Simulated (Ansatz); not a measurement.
# Cs: the crystal squeezed far

How does Cs (dhcp type) answer strong compression? Methods of the runs shown: PAW. Its runs: cell relaxed at zero pressure (PAW); volume scaled by 1 (PAW); shape and atoms relaxed at 0.85 of the volume (PAW); volume scaled by 0.85 (PAW); shape and atoms relaxed at 0.65 of the volume (PAW); volume scaled by 0.65 (PAW); shape and atoms relaxed at 0.55 of the volume (PAW); volume scaled by 0.55 (PAW); shape and atoms relaxed at 0.4 of the volume (PAW); volume scaled by 0.4 (PAW and PAW (source ansatz)).

Program: Ansatz 0.2.0. Level of theory: DFT PBE, with the methods named in each step. These are calculated values, not measurements.

### Step 1. The structure to begin with

The structure is hexagonal, space group P6_3/mmc (No. 194). Conventional cell: a = 5.492 Å, b = 5.492 Å, c = 17.848 Å, α = 90.00°, β = 90.00°, γ = 120.00°.

Coordinates:

```cif
data_structure
_symmetry_space_group_name_H-M 'P 1'
_symmetry_Int_Tables_number 1
_cell_length_a 5.4918
_cell_length_b 5.4918
_cell_length_c 17.8485
_cell_angle_alpha 90.000
_cell_angle_beta 90.000
_cell_angle_gamma 120.000
_cell_volume 466.20
loop_
_atom_site_label
_atom_site_type_symbol
_atom_site_fract_x
_atom_site_fract_y
_atom_site_fract_z
_atom_site_occupancy
Cs1 Cs 0.00000 0.00000 0.00000 1
Cs2 Cs 0.00000 0.00000 0.50000 1
Cs3 Cs 0.33333 0.66667 0.25000 1
Cs4 Cs 0.66667 0.33333 0.75000 1
```

Whether this phase is the stable one at these pressures isn't tested.

Atoms are numbered in the order of the input: Cs1, Cs2, Cs3, Cs4.

### Step 2. Cell relaxed at zero pressure, PAW

Contents of input.yaml:

```yaml
crystal:
  lattice:
    - [5.491843888, 0.0, 0.0]
    - [-2.745921944, 4.7560763206, 0.0]
    - [0.0, 0.0, 17.8484926358]
  atoms:
    - { symbol: Cs, position: [0.0, 0.0, 0.0] }
    - { symbol: Cs, position: [0.0, 0.0, 0.5] }
    - { symbol: Cs, position: [0.3333333333, 0.6666666667, 0.25] }
    - { symbol: Cs, position: [0.6666666667, 0.3333333333, 0.75] }
kpoints:
  mp_grid: { grid: [7, 7, 2] }
scf:
  occupations: { method: fermi_dirac, width: 0.05 }
hamiltonian:
  xc: pbe
  pseudopotentials: { kind: paw }
output:
  forces: true
  stress: true
  write_density: true
  write_potential: true
  elf: true
  volumetric_format: npy
relax:
  f_tol: 0.005
  max_steps: 40
  cell: {}
```

Command:

```bash
$ ansatz run input.yaml --threads 1 --pin off --max-ram 3072MiB --backend cpu --events-out ev --progress --plain --runs-dir out
```

The runs that follow: Volume scaled by 1, PAW; Shape and atoms relaxed at 0.85 of the volume, PAW; Volume scaled by 0.85, PAW; Shape and atoms relaxed at 0.65 of the volume, PAW; Volume scaled by 0.65, PAW; Shape and atoms relaxed at 0.55 of the volume, PAW; Volume scaled by 0.55, PAW; Shape and atoms relaxed at 0.4 of the volume, PAW; Volume scaled by 0.4, PAW; Volume scaled by 0.4, PAW (source ansatz).

Q: Predict the outcome of this session. Wanted: PAW pressure at 0.4 of the volume; fitted bulk modulus at zero pressure.

**Answer**, as computed:

| quantity | value |
| --- | --- |
| PAW pressure at 0.4 of the volume | 5.7 GPa |
| fitted bulk modulus at zero pressure (PAW) | 2.1 GPa |
| its pressure derivative | 3.15 |

What this shows: At 0.4 of the starting volume PAW gives 5.7 GPa. One third-order Birch-Murnaghan curve follows these points (B₀ = 2.1 GPa, B′ = 3.15, misfit at most 0.02 GPa). A fit over so wide a range leans to the high pressures, so B₀ can be off by several per cent. No all-electron run checks these rows here, and frozen cores can fail under such compression. The ions are at rest, and the electrons smeared by 0.05 eV. Spin-orbit coupling is left out, though the cell holds Cs; in elements this heavy it can shift bands and gaps by tenths of an eV.
